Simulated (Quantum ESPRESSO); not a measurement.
Write the native input for Quantum ESPRESSO 7.5 that does the following.

```
Task                        : dielectric tensor
Functional                  : LDA
Potentials or basis         : GBRV 1.5 LDA
Cutoff                      : 612 eV
Density cutoff              : 4898 eV
k mesh                      : 10 × 10 × 10, shifted
Occupations                 : fermi-dirac, width 0.05 eV
Spin                        : no spin polarisation
Form of the LDA correlation : PZ81
Mixing beta                 : 0.5
Most SCF iterations         : 120
SCF threshold               : 4e-10 Ry
```

Crystal: BN.

```xyz
2
Lattice="1.2511 0.7223 3.3729 -1.2511 0.7223 3.3729 0.0000 -1.4447 3.3729" Properties=species:S:1:pos:R:3 pbc="T T T"
N     0.0000    0.0000    6.7517
B     0.0000    0.0000    0.0033
```

The cell is a database's computed one.

These files were run (other wordings do the same):

pw.in

```
&CONTROL
  calculation = 'scf'
  prefix = 'pwscf'
  outdir = './tmp'
  pseudo_dir = './pseudo'
  tprnfor = .true.
  tstress = .true.
  disk_io = 'low'
/
&SYSTEM
  ibrav = 0
  celldm(1) = 8
  nat = 2
  ntyp = 2
  ecutwfc = 45
  ecutrho = 360
  nbnd = 9
  occupations = 'smearing'
  smearing = 'fd'
  degauss = 0.00367493
/
&ELECTRONS
  conv_thr = 4d-10
  electron_maxstep = 120
  mixing_beta = 0.5
/
ATOMIC_SPECIES
N     14.0070 n_lda_v1.2.uspp.F.UPF
B     10.8100 b_lda_v1.4.uspp.F.UPF
CELL_PARAMETERS alat
  0.2955346898502   0.1706270327353   0.7967402823206
 -0.2955346898502   0.1706270327353   0.7967402823206
  0.0000000000000  -0.3412540654705   0.7967402823206
ATOMIC_POSITIONS crystal
N      0.6672382000    0.6672382000    0.6672382000
B      0.0003288000    0.0003288000    0.0003288000
K_POINTS automatic
10 10 10 1 1 1
```

scf2.in

```
&CONTROL
  calculation = 'scf'
  prefix = 'pwscf'
  outdir = './tmp'
  pseudo_dir = './pseudo'
  tprnfor = .true.
  tstress = .true.
  disk_io = 'low'
/
&SYSTEM
  ibrav = 0
  celldm(1) = 8
  nat = 2
  ntyp = 2
  ecutwfc = 45
  ecutrho = 360
  nbnd = 9
  occupations = 'fixed'
/
&ELECTRONS
  conv_thr = 1d-13
  electron_maxstep = 120
  mixing_beta = 0.5
  startingpot = 'file'
  startingwfc = 'file'
/
ATOMIC_SPECIES
N     14.0070 n_lda_v1.2.uspp.F.UPF
B     10.8100 b_lda_v1.4.uspp.F.UPF
CELL_PARAMETERS alat
  0.2955346898502   0.1706270327353   0.7967402823206
 -0.2955346898502   0.1706270327353   0.7967402823206
  0.0000000000000  -0.3412540654705   0.7967402823206
ATOMIC_POSITIONS crystal
N      0.6672382000    0.6672382000    0.6672382000
B      0.0003288000    0.0003288000    0.0003288000
K_POINTS automatic
10 10 10 1 1 1
```

ph.in

```
dielectric of BN
&INPUTPH
  prefix = 'pwscf'
  outdir = './tmp'
  tr2_ph = 1d-18
  fildyn = 'dyn'
  niter_ph = 90
  alpha_mix(1) = 0.7
  epsil = .true.
  trans = .false.
  zeu = .true.
/
0.0000000000 0.0000000000 0.0000000000
```

Potentials or basis: GBRV 1.5 LDA.

Run with:

```bash
$ OMP_NUM_THREADS=1 pw.x -in pw.in > pw.out
$ OMP_NUM_THREADS=1 pw.x -in scf2.in > scf2.out
$ OMP_NUM_THREADS=1 ph.x -in ph.in > ph.out
```

Results of the run:

```json
{
 "Pressure": "-3.4 GPa",
 "Electronic dielectric tensor (diagonal)": "4.81, 4.81, 2.65",
 "Born charges (mean of the diagonal)": "N -2.03; B +2.03 e"
}
```

Caveat: the cell is more than 3 GPa from zero pressure, which shifts response properties.

Wall time 34 s on 1 thread of AMD EPYC 9R45 96-Core Processor (Zen 5), on a shared host, peak memory 0.08 GiB.
